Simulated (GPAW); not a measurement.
The system is CsPbCl3.

```
Pb Cs Cl
1.0
     5.60500    0.00000    0.00000
     0.00000    5.60500    0.00000
     0.00000    0.00000    5.60500
Pb Cs Cl
1 1 3
Direct
  0.50000 0.50000 0.50000
  0.00000 0.00000 0.00000
  0.50000 0.00000 0.50000
  0.00000 0.50000 0.50000
  0.50000 0.50000 0.00000
```

```yaml
Program: GPAW 26.7.0
Task: relaxation of cell and atoms
Functional: RPBE
Dispersion: D3
Potentials_or_basis: the program's PAW data sets (release 1.2.1) made for this functional
Cutoff: 600 eV
Basis: pw
k_mesh: 5 × 5 × 5
Occupations: fermi-dirac, width 0.05 eV
Spin: no spin polarisation
```

At the start: pressure 1.8 GPa; volume 35.22 Å³/atom.

Task: Where does the relaxation end?

Result: Over 4 steps the energy falls by 13.3 meV/atom and the volume is 37.59 Å³/atom (+6.7 %); space group Pm-3m (No. 221, to 0.05 Å).

The path:
| step | energy change (eV) | largest force (eV/Å) | pressure (GPa) | volume (Å³) |
| --- | --- | --- | --- | --- |
| 1 | 0.0000 | 0.0000 | 1.78 | 176.09 |
| 2 | -0.0067 | 0.0000 | 1.68 | 176.68 |
| 3 | -0.0658 | 0.0000 | 0.11 | 187.14 |
| 4 | -0.0664 | 0.0000 | 0.01 | 187.97 |

Final structure:
```yaml
crystal:
  lattice:
    - [5.72832, 0.00000, 0.00000]
    - [0.00000, 5.72832, 0.00000]
    - [0.00000, 0.00000, 5.72832]
  atoms:
    - { symbol: Pb, position: [0.50000, 0.50000, 0.50000] }
    - { symbol: Cs, position: [0.00000, 0.00000, 0.00000] }
    - { symbol: Cl, position: [0.50000, 0.00000, 0.50000] }
    - { symbol: Cl, position: [0.00000, 0.50000, 0.50000] }
    - { symbol: Cl, position: [0.50000, 0.50000, 0.00000] }
```

Caveat: later steps reuse the first step's grids.
